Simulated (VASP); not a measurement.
Crystal: BeTe.

```
CELL_PARAMETERS angstrom
0.00000 2.81000 2.81000
2.81000 0.00000 2.81000
2.81000 2.81000 0.00000
ATOMIC_POSITIONS crystal
Be 0.00000 0.00000 0.00000
Te 0.25000 0.25000 0.25000
```

The cell was built by a generator and needn't be a form met in nature.

| Item | Value |
| --- | --- |
| Program | VASP 6.6.1 |
| Task | relaxation of cell and atoms |
| Functional | r2SCAN |
| Potentials or basis | VASP PAW PBE potentials, release 64 (Be, Te) |
| Cutoff | 600 eV |
| k mesh | 10 × 10 × 10 |
| Occupations | gaussian, width 0.02 eV |
| Spin | no spin polarisation |

At the start: pressure 1.4 GPa; volume 22.19 Å³/atom.

Problem. How do energy, volume and symmetry change on relaxing?

Solution. Over 3 steps the energy falls by 2.2 meV/atom and the volume is 22.69 Å³/atom (+2.3 %); space group F-43m (No. 216, to 0.05 Å).

The path:
| step | energy change (eV) | largest force (eV/Å) | pressure (GPa) | volume (Å³) |
| --- | --- | --- | --- | --- |
| 1 | 0.0000 | 0.0000 | 1.41 | 44.38 |
| 2 | -0.0041 | 0.0000 | -0.33 | 45.64 |
| 3 | -0.0044 | 0.0000 | 0.00 | 45.39 |

Final structure:
```cif
data_structure
_symmetry_space_group_name_H-M 'P 1'
_symmetry_Int_Tables_number 1
_cell_length_a 4.0039
_cell_length_b 4.0039
_cell_length_c 4.0039
_cell_angle_alpha 60.000
_cell_angle_beta 60.000
_cell_angle_gamma 60.000
_cell_volume 45.39
loop_
_atom_site_label
_atom_site_type_symbol
_atom_site_fract_x
_atom_site_fract_y
_atom_site_fract_z
_atom_site_occupancy
Be1 Be 0.00000 0.00000 0.00000 1
Te1 Te 0.25000 0.25000 0.25000 1
```

Caveat: the PAW data sets were made with another functional, which shifts forces and pressure a little.
